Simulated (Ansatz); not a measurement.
# WSe2: the cost of one run

Computed with Ansatz 0.2.0 (DFT r2SCAN, scalar-relativistic, plane waves, PAW, unless a step's input says otherwise).

3 further runs of the same task are left out: 3 set aside as unsound or not needed.

**1. The structure to begin with**

The structure is hexagonal, space group P6_3/mmc (No. 194). The conventional cell has a = 3.290 Å, b = 3.290 Å, c = 12.970 Å, α = 90.00°, β = 90.00°, γ = 120.00°. W (site symmetry -6m2) is surrounded by 6 Se at 2.53 Å. Around Se (site symmetry 3m) lie 3 W at 2.53 Å.

Coordinates:

```
CELL_PARAMETERS angstrom
3.29000 0.00000 0.00000
-1.64500 2.84922 0.00000
0.00000 0.00000 12.97000
ATOMIC_POSITIONS crystal
W 0.33333 0.66667 0.25000
W 0.66667 0.33333 0.75000
Se 0.33333 0.66667 0.62100
Se 0.66667 0.33333 0.12100
Se 0.33333 0.66667 0.87900
Se 0.66667 0.33333 0.37900
```

The structure comes from the Crystallography Open Database.

(A quick probe on a coarse mesh, which set the mesh and smearing, is not shown.)

**3. Relaxing cell and atoms**

File input.yaml:

```yaml
crystal:
  lattice:
    - [3.29, 0.0, 0.0]
    - [-1.645, 2.8492235785, 0.0]
    - [0.0, 0.0, 12.97]
  atoms:
    - { symbol: W, position: [0.3333333333, 0.6666666667, 0.25] }
    - { symbol: W, position: [0.6666666667, 0.3333333333, 0.75] }
    - { symbol: Se, position: [0.3333333333, 0.6666666667, 0.621] }
    - { symbol: Se, position: [0.6666666667, 0.3333333333, 0.121] }
    - { symbol: Se, position: [0.3333333333, 0.6666666667, 0.879] }
    - { symbol: Se, position: [0.6666666667, 0.3333333333, 0.379] }
basis:
  ecutwfc: 500
kpoints:
  mp_grid: { grid: [12, 12, 2] }
hamiltonian:
  xc: r2scan
scf:
  occupations: { method: gaussian, width: 0.02 }
output:
  forces: true
  stress: true
  eigenvalues: true
relax:
  adjacent_minimum: "off"
  f_tol: 0.02
  max_steps: 70
  cell: { stress_tol: 0.1 }
```

The run is started by

```bash
ansatz run input.yaml --threads 2 --pin off --max-ram 5120MiB --backend cpu --events-out ev --progress --plain --runs-dir out
```

What time and memory should one allow on 2 threads of INTEL XEON PLATINUM 8581C at 2.30GHz (Emerald Rapids), shared host?

About 57 s, with a peak of 0.91 GiB.
